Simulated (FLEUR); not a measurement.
# W (Fm-3m) in FLEUR: a series of runs

One crystal, W, is run at these levels: PBE; tasks: single point.

Program: FLEUR MaX-R8.1 (later development tree). These are calculated values, not measurements. Logs are shortened: lines on timing, memory, paths and dates and some standing lists are left out, and cuts for length are marked.

## Step 1: The crystal as given

Symmetry: Fm-3m, No. 225, cubic system. Conventional cell: a = 4.060 Å, b = 4.060 Å, c = 4.060 Å, α = 90.00°, β = 90.00°, γ = 90.00°. W (site symmetry m-3m) is surrounded by 12 W at 2.87 Å.

This isn't the form of W at room conditions, which is bcc.

## Step 2: Single point, PBE

Input file inp.xml:

```xml
<?xml version="1.0" encoding="UTF-8" standalone="no"?>
<fleurInput fleurInputVersion="0.39">
   <comment>
      W                                                                                                   
   </comment>
   <calculationSetup>
      <cutoffs Kmax="4.1" Gmax="12.7" GmaxXC="12.7" numbands="0"/>
      <scfLoop itmax="60" minDistance="0.00001" maxIterBroyd="15" imix="Anderson" alpha="0.05" precondParam="0.0" spinf="2.0" sdNocoIR="T"/>
      <coreElectrons ctail="T" frcor="F" kcrel="0" coretail_lmax="0"/>
      <xcFunctional name="pbe" relativisticCorrections="F"/>
      <magnetism jspins="1"/>
      <soc l_soc="F" theta="0.0" phi="0.0" spav="F"/>
      <expertModes spex="0" secvar="F"/>
      <geometryOptimization l_f="T" forcealpha="1.0" forcemix="BFGS" epsdisp="0.0005" epsforce="0.0002"/>
      <ldaU l_linMix="F" mixParam="0.05" spinf="1.0"/>
   </calculationSetup>
   <cell>
      <bzIntegration valenceElectrons="28.0" mode="hist" fermiSmearingEnergy="0.00183747">
         <kPointListSelection listName="default-1"/>
         <!-- k-points included here -->
         <xi:include xmlns:xi="http://www.w3.org/2001/XInclude" href="kpts.xml"> </xi:include>
      </bzIntegration>
      <!-- symmetry operations included here -->
      <xi:include xmlns:xi="http://www.w3.org/2001/XInclude" href="sym.xml"> </xi:include>
      <bulkLattice scale="1.0">
         <bravaisMatrix>
            <row-1>    0.0000000000000000     3.8361440329379994     3.8361440329379994</row-1>
            <row-2>    3.8361440329379994     0.0000000000000000     3.8361440329379994</row-2>
            <row-3>    3.8361440329379994     3.8361440329379994     0.0000000000000000</row-3>
         </bravaisMatrix>
      </bulkLattice>
   </cell>
   <atomSpecies>
      <species name="Tungsten (W)" element="W" atomicNumber="74">
         <mtSphere radius="2.46" gridPoints="829" logIncrement="0.016"/>
         <atomicCutoffs lmax="10" lnonsphr="8"/>
         <electronConfig flipSpins="F">
            <coreConfig>(1s1/2) (2s1/2) (2p1/2) (2p3/2) (3s1/2) (3p1/2) (3p3/2) (4s1/2) (3d3/2) (3d5/2) (4p1/2) (4p3/2) (4d3/2) (4d5/2)</coreConfig>
            <valenceConfig>(5s1/2) (5p1/2) (5p3/2) (6s1/2) (4f5/2) (4f7/2) (5d3/2) (5d5/2)</valenceConfig>
            <stateOccupation state="(5d3/2)" spinUp="0.800000" spinDown="0.800000"/>
            <stateOccupation state="(5d5/2)" spinUp="1.200000" spinDown="1.200000"/>
         </electronConfig>
         <energyParameters s="6" p="6" d="5" f="4"/>
         <lo type="SCLO" l="0" n="5" eDeriv="0"/>
         <lo type="SCLO" l="1" n="5" eDeriv="0"/>
         <lo type="SCLO" l="2" n="5" eDeriv="2"/>
         <lo type="SCLO" l="3" n="4" eDeriv="2"/>
      </species>
   </atomSpecies>
   <atomGroups>
      <atomGroup species="Tungsten (W)">
         <relPos label="                   1">.0000000000 .0000000000 .0000000000</relPos>
         <force calculate="T" relaxXYZ="TTT"/>
      </atomGroup>
   </atomGroups>
   <output dos="F" band="F" slice="F">
      <checks vchk="F" cdinf="F"/>
      <bandDOS minEnergy="-.5*Htr" maxEnergy="0.5*Htr" sigma="0.015" storeEVData="T"/>
      <vacuumDOS vacdos="F" integ="F" star="F" nstars="0" locx1="0.0" locy1="0.0" locx2="0.0" locy2="0.0" nstm="0" tworkf="0.0"/>
      <unfoldingBand unfoldBand="F" supercellX="1" supercellY="1" supercellZ="1"/>
      <plotting iplot="0" polar="F">
         <plot TwoD="T" vec1="  1.0  0.0  0.0" vec2="  0.0  1.0  0.0" vec3="  0.0  0.0  1.0" zero="  0.0  0.0  0.0" file="plot"/>
      </plotting>
      <chargeDensitySlicing numkpt="0" minEigenval="0.0" maxEigenval="0.0" nnne="0" pallst="F"/>
      <specialOutput eonly="F"/>
      <moessbauerParams electricFieldGradient="T" isomerShift="T" coreHyperfine="T" valenceHyperfine="T"/>
      <magneticCircularDichroism mcd="F" energyLo="-10.0" energyUp="0.0"/>
   </output>
  <!-- We include the file relax.xml here to enable relaxations (see documentation) -->
  <xi:include xmlns:xi="http://www.w3.org/2001/XInclude" href="relax.xml"> <xi:fallback/> </xi:include>
</fleurInput>
```

Input file crystal.txt:

```
W
&input cartesian=F /
0.0000000000  2.0300000000  2.0300000000
2.0300000000  0.0000000000  2.0300000000
2.0300000000  2.0300000000  0.0000000000
1.8897261246
1.0 1.0 1.0

1
74 0.0000000000  0.0000000000  0.0000000000

&kpt div1=11 div2=11 div3=11 gamma=T /
```

Potentials or basis: all-electron, FLAPW.

Started as:

```sh
$ inpgen -f crystal.txt -profile fastHighL
$ # inp.xml edited to the form shown
$ fleur_MPI
```

The log of the run:

```text
Welcome to FLEUR        (www.flapw.de)
      MaX-Release 8.1          (www.max-centre.eu)

 ========== k-point set info ==========
 Selected k-point list: default-1
 k-point list type: mesh
 11 x 11 x 11
 Number of k points: 56

 ------------Calculation Setup---------------------------
 Number of MPI-tasks      :            1
 Number of PE/node        :            1
 Number of OMP-threads    :            1
 Most efficient MPI parallelization for:
           1           2           4           7           8          14          28          56
 Additional eigenvalue parallelization possible
 Number of basis functions:          168
 Approximate size of matrices (H+S) per k-point:         0.000 GB
 --------------------------------------------------------
 Iteration:     1   Distance:      12.88416040 me/bohr^3
 Iteration:     2   Distance:      11.70514902 me/bohr^3
 Iteration:     3   Distance:       5.69905982 me/bohr^3
 Iteration:     4   Distance:       1.47212943 me/bohr^3
 Iteration:     5   Distance:       1.30748320 me/bohr^3
 Iteration:     6   Distance:       0.17122961 me/bohr^3
 Iteration:     7   Distance:       0.15457965 me/bohr^3
 Iteration:     8   Distance:       0.03446712 me/bohr^3
 Iteration:     9   Distance:       0.00541941 me/bohr^3
 Iteration:    10   Distance:       0.00428885 me/bohr^3
 Iteration:    11   Distance:       0.00008687 me/bohr^3
 Iteration:    12   Distance:       0.00007345 me/bohr^3
 Iteration:    13   Distance:       0.00000104 me/bohr^3

 ********************************************************************
 Run finished successfully
 Stop message:
   Structural relaxation: Done
 ********************************************************************
```

out.xml (last iteration):

```text
<iteration numberForCurrentRun="   14" overallNumber="   14">
         <energyParameters units="Htr">
            <atomicEP atomType="1" spin="1" branch="6s" branchLowest="-2.11" branchHighest="2.26" value="0.3591174832"/>
            <atomicEP atomType="1" spin="1" branch="6p" branchLowest="-0.74" branchHighest="3.22" value="0.4956661759"/>
            <atomicEP atomType="1" spin="1" branch="5d" branchLowest="-7.97" branchHighest="1.02" value="0.5104431992"/>
            <atomicEP atomType="1" spin="1" branch="4f" branchLowest="-9.99" branchHighest="-0.45" value="-0.4178292566"/>
            <loAtomicEP atomType="1" spin="1" branch="5s" branchLowest="-20.14" branchHighest="-2.11" value="-2.1329718445"/>
            <loAtomicEP atomType="1" spin="1" branch="5p" branchLowest="-14.76" branchHighest="-0.74" value="-0.8425909610"/>
            <loAtomicEP atomType="1" spin="1" branch="5d" branchLowest="-7.97" branchHighest="1.02" value="0.5056857973"/>
            <loAtomicEP atomType="1" spin="1" branch="4f" branchLowest="-9.99" branchHighest="-0.45" value="-0.4452604867"/>
         </energyParameters>
         <eigenvalues>
            <eigenvaluesAt spin="1" ikpt="1" k_x="0.00000000" k_y="0.00000000" k_z="0.00000000">
                      -2.1365056691       -0.8010330447       -0.8010330447       -0.8010330447       -0.4533974951
                      -0.4533974951       -0.4533974951       -0.4527763243       -0.4516209595       -0.4516209595
                      -0.4516209595        0.2432563726        0.5500725469        0.5500725469        0.5500725469
                       0.6619494385        0.6619494385        1.0428120842        1.2329662246        1.2329662246
                       1.2329662246        1.3844910378
            </eigenvaluesAt>
            <eigenvaluesAt spin="1" ikpt="2" k_x="0.00000000" k_y="0.00000000" k_z="0.09090909">
                      -2.1362227382       -0.8043787290       -0.8014633147       -0.8014633147       -0.4534124754
                      -0.4533387235       -0.4533387235       -0.4526940504       -0.4517268786       -0.4517268786
                      -0.4516152640        0.2561716561        0.5405782169        0.5559310405        0.5559310405
                       0.6569496351        0.6569496351        1.0681423027        1.1813318252        1.2570982135
                       1.2570982135        1.4520664452
            </eigenvaluesAt>
            <eigenvaluesAt spin="1" ikpt="3" k_x="0.00000000" k_y="0.00000000" k_z="0.18181818">
                      -2.1354625957       -0.8131718235       -0.8026130980       -0.8026130980       -0.4534700125
                      -0.4531877742       -0.4531877742       -0.4524708519       -0.4520104790       -0.4520104790
                      -0.4515938172        0.2910337614        0.5216803113        0.5662797977        0.5662797977
                       0.6530093074        0.6530093074        1.0916250304        1.1477043866        1.3235860412
                       1.3235860412        1.4717377896
            </eigenvaluesAt>
            <eigenvaluesAt spin="1" ikpt="4" k_x="0.00000000" k_y="0.00000000" k_z="0.27272727">
                      -2.1344634211       -0.8243130818       -0.8041104789       -0.8041104789       -0.4535491195
                      -0.4530385665       -0.4530385665       -0.4523357790       -0.4523357790       -0.4521619192
                      -0.4515900402        0.3338170863        0.5148850189        0.5637501179        0.5637501179
                       0.6731919108        0.6731919108        1.0343410434        1.1805010849        1.3961600530
                       1.4141452343        1.4141452343
            </eigenvaluesAt>
         </eigenvalues>
         <bandgap value="0.0536819590" units="eV"/>
         <sumValenceSingleParticleEnergies value="-12.6849656812" units="Htr"/>
         <FermiEnergy value="0.5701881259" units="Htr"/>
         <valenceDensity>
            <mtCharges spin="1">
               <mtCharge atomType="1" total="25.8220257" s="2.3898956" p="6.2424131" d="3.1492879" f="14.0315279"/>
            </mtCharges>
            <spinDependentCharge spin="1" total="28.0000000" interstitial="2.1779743" mtSpheres="25.8220257"/>
            <totalCharge value="28.0000000000"/>
         </valenceDensity>
         <coreStates atomType="     1" atomicNumber=" 74" spin="1" kinEnergy="  17573.8009715639" eigValSum="  -9871.2793713123" lostElectrons=" 0.000001">
            <state n="1" l="0" j="0.5" energy="-2549.6603745992" weight="1.0000000000"/>
            <state n="2" l="0" j="0.5" energy="-439.1338901053" weight="1.0000000000"/>
            <state n="2" l="1" j="0.5" energy="-419.8523058704" weight="1.0000000000"/>
            <state n="2" l="1" j="1.5" energy="-370.1338405763" weight="2.0000000000"/>
            <state n="3" l="0" j="0.5" energy="-100.5448382800" weight="1.0000000000"/>
            <state n="3" l="1" j="0.5" energy="-91.9686605147" weight="1.0000000000"/>
            <state n="3" l="1" j="1.5" energy="-81.2169743891" weight="2.0000000000"/>
            <state n="4" l="0" j="0.5" energy="-20.1362275873" weight="1.0000000000"/>
            <state n="3" l="2" j="1.5" energy="-66.7990357458" weight="2.0000000000"/>
            <state n="3" l="2" j="2.5" energy="-64.4612246058" weight="3.0000000000"/>
            <state n="4" l="1" j="0.5" energy="-16.5807771667" weight="1.0000000000"/>
            <state n="4" l="1" j="1.5" energy="-14.0892253206" weight="2.0000000000"/>
            <state n="4" l="2" j="1.5" energy="-8.2555738482" weight="2.0000000000"/>
            <state n="4" l="2" j="2.5" energy="-7.7965459850" weight="3.0000000000"/>
         </coreStates>
         <allElectronCharges>
            <spinDependentCharge spin="1" total="74.0000000" interstitial="2.1779757" mtSpheres="71.8220243"/>
            <totalCharge value="74.0000000007"/>
         </allElectronCharges>
         <moessbauerParams unitsHFF="kG" unitsIS="e/bohr^3" unitsEFG="Htr/bohr^2">
            <coreIsomerShift atomType="1" isTotal="1516855.00899">
               <shell n="1" l="0" isomerShift="1269548.92564"/>
               <shell n="2" l="0" isomerShift="181783.74813"/>
               <shell n="2" l="1" isomerShift="11091.12066"/>
               <shell n="3" l="0" isomerShift="40865.28541"/>
               <shell n="3" l="1" isomerShift="2785.41759"/>
               <shell n="4" l="0" isomerShift="10107.02261"/>
               <shell n="3" l="2" isomerShift="0.00109"/>
               <shell n="4" l="1" isomerShift="673.48760"/>
               <shell n="4" l="2" isomerShift="0.00027"/>
            </coreIsomerShift>
            <isomerShift atomType="1" nucleusRadius="0.0001343" averageDensity="1518733.80541"/>
            <electricFieldGradient atomType="1" VXX="0.00000" VYY="0.00000" VZZ="0.00000" asymParam="0.00000">
            </electricFieldGradient>
         </moessbauerParams>
         <totalEnergy                                    value="   -16166.1211846945" units="Htr">
            <sumOfEigenvalues                            value="    -9883.9643369935">
               <coreElectrons value="-9871.2793713123"/>
               <valenceElectrons value="-12.6849656812"/>
            </sumOfEigenvalues>
            <densityCoulombPotentialIntegral value="-27674.4063207557"/>
            <densityEffectivePotentialIntegral value="-28100.1255162534"/>
            <chargeDenXCDenIntegral value="-325.3825140210"/>
            <FockExchangeEnergyValence value="0.0000000000"/>
            <FockExchangeEnergyCore value="0.0000000000"/>
            <atomTypeDependentContributions atomType="1">
               <electronNucleiInteractionDifferentMTs value="20169.2386688142"/>
               <MadelungTerm value="-50.4580207414"/>
            </atomTypeDependentContributions>
            <tkbTimesEntropy value="0.0003173669"/>
            <freeEnergy value="-16166.1215020614"/>
            <extrapolationTo0K value="-16166.1213433780"/>
         </totalEnergy>
         <totalForcesOnRepresentativeAtoms units="Htr/bohr">
            <forceTotal atomType="1" x="0.000000" y="0.000000" z="0.000000" F_x="0.00000000" F_y="0.00000000" F_z="0.00000000"/>
         </totalForcesOnRepresentativeAtoms>
      </iteration>
```

Wall time 24 s (1 thread of Arm Neoverse V1, shared host); peak memory 0.06 GiB.

Results:

```
Free energy                                           : -439902.5763 eV
Band gap on the k mesh                                : none (metal or under the smearing width)
Valence electrons inside the program's atomic spheres : W 25.82 (radii W 2.46 bohr)
```

Core levels (eV from the Fermi level):
```
atom                                                                                                                                                                                                           levels
 1 W  1s1/2 -69395.3, 2s1/2 -11965.0, 2p1/2 -11440.3, 2p3/2 -10087.4, 3s1/2 -2751.5, 3p1/2 -2518.1, 3p3/2 -2225.5, 4s1/2 -563.5, 3d3/2 -1833.2, 3d5/2 -1769.6, 4p1/2 -466.7, 4p3/2 -398.9, 4d3/2 -240.2, 4d5/2 -227.7
```

The run has no spin-orbit coupling, so splittings on W are missing.

## Step 3: Single point, PBE (cell strained at random at fixed volume)

inp.xml, as its differences from that of step 2:

```diff
@@ -26,5 +26,5 @@
          <bravaisMatrix>
-            <row-1>    0.0000000000000000     3.8361440329379994     3.8361440329379994</row-1>
-            <row-2>    3.8361440329379994     0.0000000000000000     3.8361440329379994</row-2>
-            <row-3>    3.8361440329379994     3.8361440329379994     0.0000000000000000</row-3>
+            <row-1>    0.0225312045836058     3.7950009157532083     3.8396627029820047</row-1>
+            <row-2>    3.8355960123618660     0.0209079298425744     3.8412859777230364</row-2>
+            <row-3>    3.8817733599425912     3.8428034278010901    -0.0252713074642758</row-3>
          </bravaisMatrix>
@@ -34,3 +34,3 @@
       <species name="Tungsten (W)" element="W" atomicNumber="74">
-         <mtSphere radius="2.46" gridPoints="829" logIncrement="0.016"/>
+         <mtSphere radius="2.46" gridPoints="819" logIncrement="0.016"/>
          <atomicCutoffs lmax="10" lnonsphr="8"/>
```

Input file crystal.txt:

```
W
&input cartesian=F /
0.0119230000  2.0082280000  2.0318620000
2.0297100000  0.0110640000  2.0327210000
2.0541460000  2.0335240000  -0.0133730000
1.8897261246
1.0 1.0 1.0

1
74 -0.0067530000  -0.0087400000  0.0141000000

&kpt div1=11 div2=11 div3=11 gamma=T /
```

Potentials or basis: all-electron, FLAPW.

Started as:

```sh
$ inpgen -f crystal.txt -profile fastHighL
$ # inp.xml edited to the form shown
$ fleur_MPI
```

Run time: 7.6 min. Hardware: 1 thread of Arm Neoverse V1, shared host; peak memory 0.11 GiB.

It converged, with:

* Free energy: -439902.5804 eV
* Band gap on the k mesh: none (metal or under the smearing width)
* Valence electrons inside the program's atomic spheres: W 25.82 (radii W 2.46 bohr)

Levels at points of the mesh, in eV from the Fermi level:
| k point | band 11 | band 12 | band 13 | band 14 | band 15 | band 16 | band 17 | band 18 |
| --- | --- | --- | --- | --- | --- | --- | --- | --- |
| (0.00, 0.00, 0.00) | -27.81 | -8.91 | -0.75 | -0.58 | -0.35 | 2.38 | 2.60 | 12.85 |

Core levels (eV from the Fermi level):
| atom | levels |
| --- | --- |
| 1 W | 1s1/2 -69395.3, 2s1/2 -11965.0, 2p1/2 -11440.3, 2p3/2 -10087.4, 3s1/2 -2751.5, 3p1/2 -2518.1, 3p3/2 -2225.6, 4s1/2 -563.5, 3d3/2 -1833.2, 3d5/2 -1769.6, 4p1/2 -466.7, 4p3/2 -398.9, 4d3/2 -240.2, 4d5/2 -227.7 |

Spin-orbit coupling is left out, which matters for the levels of W.
